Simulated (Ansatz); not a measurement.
**Equation of state of Si2W from a dense series**

```yaml
crystal:
  lattice:
    - [-1.60600, 1.60600, 3.94000]
    - [1.60600, -1.60600, 3.94000]
    - [1.60600, 1.60600, -3.94000]
  atoms:
    - { symbol: Si, position: [0.33300, 0.33300, 0.00000] }
    - { symbol: Si, position: [0.66700, 0.66700, 0.00000] }
    - { symbol: W, position: [0.00000, 0.00000, 0.00000] }
```

Atom numbers follow the list: Si1, Si2, W3.

The cell is COD entry 1010283, as deposited and not checked against the literature; nothing was relaxed. It differs from other determinations.

Spin–orbit coupling is left out, though it moves levels of the heavy atoms by tenths of an eV or more.

Level of theory: Ansatz 0.2.0, DFT, PBE, all-electron LAPW, scalar-relativistic.

Numerical set-up: a Γ-centred 11×11×14 k mesh, Fermi–Dirac smearing of 0.05 eV, basis error target 1 meV/atom, no spin polarisation; this mesh doesn't keep the crystal's whole symmetry, which leaves small spurious terms.

The cell is scaled evenly. Fractional coordinates are held (clamped ions).

```
V (Å³/atom)  P (GPa)
     12.737    17.78
     13.008    11.82
     13.279     6.46
     13.414     4.00
     13.550     1.66
     13.685    -0.56
     13.821    -2.66
     14.363   -10.02
```

Problem. Fit a third-order Birch–Murnaghan curve to the pressures.

Solution. P = (3B0/2)(y^(7/2) − y^(5/2))[1 + (3/4)(B0′ − 4)(y − 1)] with y = (V0/V)^(2/3) fits within 0.01 GPa for V0 = 13.650 Å³/atom, B0 = 220.3 GPa and B0′ = 4.40.

Problem. Predict the pressure at the withheld volume, 14.092 Å³/atom.

Solution. There y = 0.9790, so the fit gives -6.54 GPa; the run gave -6.54 GPa.
